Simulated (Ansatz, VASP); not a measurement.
TiO: VASP beside Ansatz

The input POSCAR:

```
TiO
1.0
    4.9890877720      0.0000000000      0.0000000000
   -2.4945438860      4.3206767523      0.0000000000
    0.0000000000      0.0000000000      2.8733134400
Ti O
3 3
Direct
    0.6666666667      0.3333333333      0.5000000000
    0.3333333333      0.6666666667      0.5000000000
    0.0000000000      0.0000000000      0.0000000000
    0.6055592400      0.6055592400      0.0000000000
    0.3944407600      0.0000000000      0.0000000000
    0.0000000000      0.3944407600      0.0000000000
```

Contents of INCAR.step1:

```
  ALGO = Normal
  EDIFF = 1E-4
  ENCUT = 520
  GGA = PE
  ISMEAR = 0
  LASPH = T
  LCHARG = F
  LREAL = F
  LWAVE = T
  NBANDS = 36
  NELM = 100
  PREC = Accurate
  SIGMA = 0.1
```

File INCAR.step2:

```
  ALGO = Normal
  EDIFF = 1E-7
  ENCUT = 520
  ISIF = 2
  ISMEAR = 0
  ISTART = 1
  LASPH = T
  LCHARG = F
  LMIXTAU = T
  LREAL = F
  LWAVE = F
  METAGGA = R2SCAN
  NBANDS = 36
  NELM = 100
  PREC = Accurate
  SIGMA = 0.1
```

The input KPOINTS:

```
k-points
0
Gamma
  1 1 1
```

Input for Ansatz:

```yaml
crystal:
  lattice:
    - [4.989087772, 0.0, 0.0]
    - [-2.494543886, 4.3206767523, 0.0]
    - [0.0, 0.0, 2.87331344]
  atoms:
    - { symbol: Ti, position: [0.6666666667, 0.3333333333, 0.5] }
    - { symbol: Ti, position: [0.3333333333, 0.6666666667, 0.5] }
    - { symbol: Ti, position: [0.0, 0.0, 0.0] }
    - { symbol: O, position: [0.60555924, 0.60555924, 0.0] }
    - { symbol: O, position: [0.39444076, 0.0, 0.0] }
    - { symbol: O, position: [0.0, 0.39444076, 0.0] }
basis:
  ecutwfc: 500
kpoints:
  mp_grid: { grid: [1, 1, 1] }
hamiltonian:
  xc: r2scan
scf:
  occupations: { method: gaussian, width: 0.1 }
output:
  forces: true
  stress: true
  eigenvalues: true
```

Alike in both runs: task single point; functional r2SCAN; k mesh 1 × 1 × 1; occupations gaussian, width 0.1 eV; no spin polarisation.

|  | VASP | Ansatz |
| --- | --- | --- |
| version | VASP 6.6.1 | Ansatz 0.2.0 |
| potentials or method | VASP PAW PBE potentials, release 64 (Ti_sv, O) | scalar-relativistic, plane waves, PAW |
| plane-wave cutoff (eV) | 520 | 500 |
| valence electrons in the cell | 54 | 54 |

```csv
,VASP,Ansatz,Ansatz less VASP
pressure (GPa),19.0,17.4,-1.60
largest component of the traceless stress (GPa),10.38,9.68,-0.694
rms of the force components (eV/Å),0.154,0.152,-0.0018
```

Atom by atom the forces differ by 0.002 eV/Å (rms over components). The functional is the same, so the differences come from potentials, cutoffs and numerics.

Caveats: the k mesh is coarse (spacing up to 2.19 Å⁻¹), so the values aren't converged; so large a pressure means that the cell lies far from this level's equilibrium, or that cutoff or potentials fall short (VASP); the potentials were made for another functional, which shifts forces and pressure (VASP); an odd mesh through Γ misses points on the zone boundary, where band edges often lie. r2SCAN opens gaps a little over a GGA but as a rule still falls short of measured ones.
